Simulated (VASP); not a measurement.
# Pt in VASP: single point with PBE

Aim: the single point of Pt with PBE.

All numbers are computed with VASP 6.6.1; they aren't measurements. Logs are shortened: lines on timing, memory, paths and dates and some standing lists are left out, and cuts for length are marked.

## Step 1: Starting point

The cell holds a slab with vacuum, 7 atoms: a = 2.775 Å, b = 2.775 Å, c = 28.593 Å, α = 90.00°, β = 90.00°, γ = 60.00°.

The cell was built by a generator and needn't be a form met in nature.

## Step 2: Single point, PBE

Input file INCAR:

```
SYSTEM = Pt
PREC = Accurate
ENCUT = 520
EDIFF = 1E-6
ISMEAR = 0
SIGMA = 0.1
LREAL = .False.
LASPH = .True.
NELM = 80
ALGO = Fast
ISIF = 2
LWAVE = .False.
LCHARG = .False.
LDIPOL = .True.
IDIPOL = 3
DIPOL = 0.5 0.5 0.500
GGA = PE
NBANDS = 44
```

Input file KPOINTS:

```
Automatic mesh
0
Gamma
  16 16 1
  0 0 0
```

Input file POSCAR:

```
Pt
1.0
    2.7746870094      0.0000000000      0.0000000000
    1.3873435047      2.4029494377      0.0000000000
    0.0000000000      0.0000000000     28.5931347378
Pt
7
Direct
    0.0000000000      0.0000000000      0.2559122188
    0.3333333333      0.3333333333      0.3379330122
    0.6666666667      0.6666666667      0.4189836103
    0.0000000000      0.0000000000      0.5000000000
    0.3333333333      0.3333333333      0.5810163896
    0.6666666667      0.6666666667      0.6620669876
    0.0000000000      0.0000000000      0.7440877816
```

Potentials or basis: VASP PAW PBE potentials, release 64 (Pt).

Run with:

```console
$ cat potpaw_PBE.64/Pt/POTCAR > POTCAR
$ mpirun -np 1 vasp_std > vasp.out
```

OUTCAR:

```text
SYSTEM = Pt
   PREC = Accurate
   ENCUT = 520
   EDIFF = 1E-6
   ISMEAR = 0
   LREAL = .False.
   LASPH = .True.
   NELM = 80
   ISIF = 2
   GGA = PE

 ion  position               nearest neighbor table
   1  0.000  0.000  0.256-   2 2.84   2 2.84   2 2.84
   2  0.333  0.333  0.338-   3 2.82   3 2.82   3 2.82   1 2.84   1 2.84   1 2.84
   3  0.667  0.667  0.419-   4 2.82   4 2.82   4 2.82   2 2.82   2 2.82   2 2.82
   4  0.000  0.000  0.500-   5 2.82   5 2.82   5 2.82   3 2.82   3 2.82   3 2.82
   5  0.333  0.333  0.581-   4 2.82   4 2.82   4 2.82   6 2.82   6 2.82   6 2.82
   6  0.667  0.667  0.662-   5 2.82   5 2.82   5 2.82   7 2.84   7 2.84   7 2.84
   7  0.000  0.000  0.744-   6 2.84   6 2.84   6 2.84

  LATTYP: Found a hexagonal cell.
 ALAT       =     2.7746870094
 C/A-ratio  =    10.3049946321

  Lattice vectors:

 A1 = (  -1.3873435047,  -2.4029494377,   0.0000000000)
 A2 = (   2.7746870094,   0.0000000000,   0.0000000000)
 A3 = (   0.0000000000,   0.0000000000,  28.5931347378)

Analysis of symmetry for initial positions (statically):
=====================================================================
 Subroutine PRICEL returns:
 Original cell was already a primitive cell.

 Routine SETGRP: Setting up the symmetry group for a
 hexagonal supercell.

 Subroutine GETGRP returns: Found 12 space group operations
 (whereof 12 operations were pure point group operations)
 out of a pool of 24 trial point group operations.

The static configuration has the point symmetry D_3d.

Analysis of symmetry for dynamics (positions and initial velocities):
=====================================================================
 Subroutine PRICEL returns:
 Original cell was already a primitive cell.

 Routine SETGRP: Setting up the symmetry group for a
 hexagonal supercell.

 Subroutine GETGRP returns: Found 12 space group operations
 (whereof 12 operations were pure point group operations)
 out of a pool of 24 trial point group operations.

The dynamic configuration has the point symmetry D_3d.

 Subroutine INISYM returns: Found 12 space group operations
 (whereof 12 operations are pure point group operations),
 and found     1 'primitive' translations

----------------------------------------------------------------------------------------

                                     Primitive cell

  volume of cell :     190.6428

  direct lattice vectors                    reciprocal lattice vectors
     2.774687009  0.000000000  0.000000000     0.360401010 -0.208077620  0.000000000
     1.387343505  2.402949438  0.000000000     0.000000000  0.416155240  0.000000000
     0.000000000  0.000000000 28.593134738     0.000000000  0.000000000  0.034973430

  length of vectors
     2.774687009  2.774687009 28.593134738     0.416155240  0.416155240  0.034973430

  position of ions in fractional coordinates (direct lattice)
     0.000000000  0.000000000  0.255912219
     0.333333333  0.333333333  0.337933012
     0.666666667  0.666666667  0.418983610
     0.000000000  0.000000000  0.500000000
     0.333333333  0.333333333  0.581016390
     0.666666667  0.666666667  0.662066988
     0.000000000  0.000000000  0.744087782

  ion indices of the primitive-cell ions
   primitive index   ion index
                 1           1
                 2           2
                 3           3
                 4           4
                 5           5
                 6           6
                 7           7

----------------------------------------------------------------------------------------

 KPOINTS: Automatic mesh

Automatic generation of k-mesh.
 Grid dimensions read from file:
 generate k-points for:   16   16    1

 Generating k-lattice:

  Cartesian coordinates                     Fractional coordinates (reciprocal lattice)
     0.022525063 -0.013004851  0.000000000     0.062500000  0.000000000  0.000000000
     0.000000000  0.026009703  0.000000000     0.000000000  0.062500000  0.000000000
     0.000000000  0.000000000  0.034973430     0.000000000  0.000000000  1.000000000

  Length of vectors
     0.026009703  0.026009703  0.034973430

  Shift w.r.t. Gamma in fractional coordinates (k-lattice)
     0.000000000  0.000000000  0.000000000

 Subroutine IBZKPT returns following result:
 ===========================================

 Found     30 irreducible k-points:

 Following reciprocal coordinates:
            Coordinates               Weight
  0.000000  0.000000  0.000000      1.000000
  0.062500  0.000000  0.000000      6.000000
  0.125000  0.000000  0.000000      6.000000
  0.187500 -0.000000  0.000000      6.000000
  0.250000  0.000000  0.000000      6.000000
  0.312500  0.000000  0.000000      6.000000
[... 16 lines left out ...]
  0.375000  0.187500  0.000000      6.000000
  0.437500  0.187500  0.000000     12.000000
 [... further k-points ...]
   k-points           NKPTS =     30   k-points in BZ     NKDIM =     30   number of bands    NBANDS=     44
   number of dos      NEDOS =    301   number of ions     NIONS =      7
   total plane-waves  NPLWV = 124416
   dimension x,y,z NGX =    24 NGY =   24 NGZ =  216
   dimension x,y,z NGXF=    48 NGYF=   48 NGZF=  432
   ions per type =               7
   NGX,Y,Z   is equivalent  to a cutoff of  14.38, 14.38, 12.56 a.u.
   NGXF,Y,Z  is equivalent  to a cutoff of  28.76, 28.76, 25.12 a.u.
 SYSTEM =  Pt
   PREC   = accura    normal or accurate (medium, high low for compatibility)
   ISTART =      0    job   : 0-new  1-cont  2-samecut
   ICHARG =      2    charge: 1-file 2-atom 10-const
   ISPIN  =      1    spin polarized calculation?
   LNONCOLLINEAR =      F non collinear calculations
   LSORBIT =      F    spin-orbit coupling
   LASPH  =      T    aspherical Exc in radial PAW
   ENCUT  =  520.0 eV  38.22 Ry    6.18 a.u.   5.16  5.16 53.16*2*pi/ulx,y,z
   NELM   =     80;   NELMIN=  2; NELMDL= -5     # of ELM steps
   EDIFF  = 0.1E-05   stopping-criterion for ELM
   LREAL  =      F    real-space projection
   EDIFFG = 0.1E-04   stopping-criterion for IOM
   NSW    =      0    number of steps for IOM
   IBRION =     -1    ionic relax: 0-MD 1-quasi-New 2-CG
   NFREE  =      0    steps in history (QN), initial steepest desc. (CG)
   ISIF   =      2    stress and relaxation
   ISYM   =      2    0-nonsym 1-usesym 2-fastsym
   POTIM  = 0.5000    time-step for ionic-motion
   TEBEG  =    0.0;   TEEND  =   0.0 temperature during run
   PSTRESS=    0.0 pullay stress
   NELECT =      70.0000    total number of electrons
   NUPDOWN=      -1.0000    fix difference up-down
   EMIN   =  10.00;   EMAX   =-10.00  energy-range for DOS
   EFERMI =   0.00;   METHOD = LEGACY
   ISMEAR =     0;   SIGMA  =   0.10  broadening in eV -4-tet -1-fermi 0-gaus
   EFERMI_NEDOS =   21; number of points for ismear=-14 and -15
   IALGO  =     68    algorithm
   IMIX   =      4    mixing-type and parameters
     AMIX     =   0.40;   BMIX     =  1.00
     AMIX_MAG =   1.60;   BMIX_MAG =  1.00
  volume/ion in A,a.u.               =      27.23       183.79
  Fermi-wavevector in a.u.,A,eV,Ry     =   1.172287  2.215302 18.697907  1.374257
  Thomas-Fermi vector in A             =   2.308718
   LORBIT       =      0    0 simple, 1 ext, 2 COOP (PROOUT), +10 PAW based schemes
   GGA     = PE    functional components
   LHFCALC =     F    Hartree Fock is set to
   AEXX    =    0.0000 exact exchange contribution
   IVDW    =     0    specifies the selected vdW correction
   LEPSILON=     F    determine dielectric tensor
   LRPA    =     F    only Hartree local field effects (RPA)
 non-spin polarized calculation
 RMM-DIIS sequential band-by-band and
 Gauss-broadening in eV      SIGMA  =   0.10
  energy-cutoff  :      520.00
  volume of cell :      190.64
 maximum number of plane-waves:      5173
 NGX is ok and might be reduce to    24
   NGX = 11   NGY = 11   NGZ =107

 dipolmoment           0.000000      0.000000      0.000000 electrons x Angstroem

 number of electron      70.0000008 magnetization

 dipolmoment           0.000000      0.000000     -0.000000 electrons x Angstroem

 Free energy of the ion-electron system (eV)
  ---------------------------------------------------
  ext. energy  EPLUGINS =         0.00000000
  ---------------------------------------------------
  free energy    TOTEN  =       -41.50504119 eV

  energy without entropy =      -41.41957137  energy(sigma->0) =      -41.46230628

 E-fermi :   3.6126     XC(G=0):  -8.2129

 val. band max:        3.6100977897   @ k =  -0.3750   0.2500   0.0000
 cond. band min:       3.6145073181   @ k =   0.3125   0.0625   0.0000
 fundamental gap:      0.0044095284
 Fermi energy:         3.6126225477

 k-point     1 :       0.0000    0.0000    0.0000
  band No.  band energies     occupation
      1      -6.1268      2.00000
      2      -5.5721      2.00000
      3      -4.8240      2.00000
      4      -4.0926      2.00000
      5      -3.6261      2.00000
      6      -3.3391      2.00000
[... 36 lines left out ...]
     43       3.9573      0.00000
     44       8.9119      0.00000

 k-point     2 :       0.0625    0.0000    0.0000
  band No.  band energies     occupation
      1      -5.9882      2.00000
      2      -5.4359      2.00000
      3      -4.6889      2.00000
      4      -3.9554      2.00000
      5      -3.4918      2.00000
      6      -3.2045      2.00000
[... 36 lines left out ...]
     43       4.8140      0.00000
     44       8.9901      0.00000

 k-point     3 :       0.1250    0.0000    0.0000
  band No.  band energies     occupation
      1      -5.5862      2.00000
      2      -5.0442      2.00000
      3      -4.3056      2.00000
      4      -3.5702      2.00000
      5      -3.1172      2.00000
      6      -2.8272      2.00000
[... 36 lines left out ...]
     43       5.9571      0.00000
     44       9.2079      0.00000

 k-point     4 :       0.1875   -0.0000    0.0000
  band No.  band energies     occupation
      1      -4.9682      2.00000
      2      -4.4566      2.00000
      3      -3.7556      2.00000
      4      -3.0467      2.00000
      5      -2.6246      2.00000
      6      -2.3206      2.00000
[... 882 lines left out ...]
     43       9.4202      0.00000
     44       9.6857      0.00000

 k-point    23 :       0.3750    0.1875    0.0000
  band No.  band energies     occupation
      1      -3.1579      2.00000
      2      -2.8878      2.00000
      3      -2.5112      2.00000
      4      -2.0677      2.00000
      5      -1.6804      2.00000
      6      -1.6057      2.00000
[... 36 lines left out ...]
     43       9.9413      0.00000
     44      10.7734      0.00000

 k-point    24 :       0.4375    0.1875    0.0000
  band No.  band energies     occupation
      1      -2.6325      2.00000
      2      -2.4277      2.00000
      3      -2.3156      2.00000
      4      -2.0497      2.00000
      5      -1.8212      2.00000
      6      -1.6636      2.00000
[... 36 lines left out ...]
     43      10.8964      0.00000
     44      11.5755      0.00000

 [... further k-points ...]

------------------------ aborting loop because EDIFF is reached ----------------------------------------

 vacuum level on the upper side and lower side of the slab       (xc-potential included)        -0.276        -0.276

  FORCE on cell =-STRESS in cart. coord.  units (eV):
  Direction    XX          YY          ZZ          XY          YZ          ZX
  --------------------------------------------------------------------------------------
  -------------------------------------------------------------------------------------
  Total       -1.9333786     -1.9333786     -0.3553783      0.0000000     -0.0000000      0.0000000
  in kB      -16.2482689    -16.2482689     -2.9866277      0.0000000     -0.0000000      0.0000000
  external PRESSURE =     -11.8277218 kB  Pullay stress =       0.0000000 kB

 VOLUME and BASIS-vectors are now :
 -----------------------------------------------------------------------------
  energy-cutoff  :      520.00
  volume of cell :      190.64
      direct lattice vectors                 reciprocal lattice vectors
     2.774687009  0.000000000  0.000000000     0.360401010 -0.208077620  0.000000000
     1.387343505  2.402949438  0.000000000     0.000000000  0.416155240  0.000000000
     0.000000000  0.000000000 28.593134738     0.000000000  0.000000000  0.034973430

 POSITION                                       TOTAL-FORCE (eV/Angst)
 -----------------------------------------------------------------------------------
      0.00000      0.00000      7.31733        -0.000000     -0.000000      0.022472
      1.38734      0.80098      9.66256         0.000000      0.000000     -0.004277
      2.77469      1.60197     11.98005        -0.000000      0.000000     -0.001669
      0.00000      0.00000     14.29657        -0.000000      0.000000      0.000000
      1.38734      0.80098     16.61308         0.000000      0.000000      0.001669
      2.77469      1.60197     18.93057        -0.000000     -0.000000      0.004277
      0.00000      0.00000     21.27580        -0.000000     -0.000000     -0.022472
 -----------------------------------------------------------------------------------
    total drift:                                0.000000      0.000000     -0.000003

  FREE ENERGIE OF THE ION-ELECTRON SYSTEM (eV)
  ---------------------------------------------------
  free  energy   TOTEN  =       -41.5050411878 eV

  energy  without entropy=      -41.4195713724  energy(sigma->0) =      -41.46230628

 vacuum level on the upper side and lower side of the slab         9.103         9.103
```

Run time: 9.6 min. Hardware: 1 thread of Intel Xeon Platinum 8259CL at 2.50GHz (Skylake/Cascade Lake), shared host; peak memory 0.45 GiB.

Results:

```
Free energy            : -41.5050 eV
Largest force          : 0.022 eV/Å
Band gap on the k mesh : none (metal or under the smearing width)
```

Forces in eV/Å, atoms in the order of the input:
```
Pt   0.000  0.000  0.022
Pt   0.000  0.000 -0.004
Pt   0.000  0.000 -0.002
Pt   0.000  0.000  0.000
Pt   0.000  0.000  0.002
Pt   0.000  0.000  0.004
Pt   0.000  0.000 -0.022
```

Levels at points of the mesh, in eV from the Fermi level:
```
           k point  band 31  band 32  band 33  band 34  band 35  band 36  band 37  band 38  band 39  band 40
(0.00, 0.00, 0.00)    -1.52    -1.30    -1.30    -0.95    -0.95    -0.53    -0.53    -0.16    -0.16    -0.01
(0.50, 0.00, 0.00)     0.27     0.33     0.42     0.52     0.63     0.63     1.65     2.26     2.53     2.86
```
